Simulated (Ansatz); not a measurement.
Spin–orbit splittings in BaO

```
CELL_PARAMETERS angstrom
0.00000 2.79039 2.79039
2.79039 0.00000 2.79039
2.79039 2.79039 0.00000
ATOMIC_POSITIONS crystal
Ba 0.00000 0.00000 0.00000
O 0.50000 0.50000 0.50000
```

Atoms are numbered in the order listed.

The cell is the one relaxed in the Materials Project (mp-1342), not relaxed further here; entries there can be hypothetical.

Levels of theory: DFT, PBE, all-electron LAPW, scalar-relativistic (Ansatz 0.2.0); DFT, PBE, all-electron LAPW, Dirac equation with spin-orbit coupling (Ansatz 0.2.0).

Sampling and basis: a Γ-centred 8×8×8 k mesh, Fermi–Dirac smearing of 0.02 eV, basis error target 0.25 meV/atom, no spin polarisation.

Levels between -8 and 4 eV, each run counted from its own valence-band top. Scalar levels are listed once for both spins; with the coupling every spinor state is counted. Levels near the edges of the range can cross them.

Task: At Γ (0.000, 0.000, 0.000) the scalar-relativistic levels are -0.39 (×3), 3.50. What are they with spin–orbit coupling?

Result: -0.50 (×2), -0.40 (×4), 3.46 (×2).

Task: At W (0.500, 0.250, 0.750) the scalar-relativistic levels are -1.26, -0.20 (×2). What are they with spin–orbit coupling?

Result: -1.31 (×2), -0.34 (×2), -0.15 (×2).

Task: Without the coupling the gap is 2.11 eV, direct at X (0.5, 0, 0.5). And with it?

Result: 2.07 eV, direct at X (0.5, 0, 0.5).
